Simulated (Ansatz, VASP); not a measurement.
# One calculation of Bi, two programs

```xyz
1
Lattice="3.1339 0.0000 0.0000 0.0000 3.1339 0.0000 0.0000 0.0000 3.1339" Properties=species:S:1:pos:R:3 pbc="T T T"
Bi    0.0000    0.0000    0.0000
```

Alike in both runs: task single point; functional PBEsol; k mesh 11 × 11 × 11; occupations fermi-dirac, width 0.1 eV; no spin polarisation.

|  | VASP | Ansatz |
| --- | --- | --- |
| version | VASP 6.6.1 | Ansatz 0.2.0 |
| potentials or method | VASP PAW PBE potentials, release 64 (Bi_d) | plane waves (420 eV) with PAW, scalar-relativistic |
| plane-wave cutoff (eV) | 520 | 420 |
| valence electrons in the cell | 15 | 15 |

VASP gave:

```
pressure (GPa) : 5.5
```

Question: What did Ansatz give for the same quantities?

Answer: Pressure (GPa): 5.6.

Ansatz warned: «pseudo_functional_mismatch».

Caveats: the PAW data sets were made with another functional, which shifts forces and pressure a little (VASP).
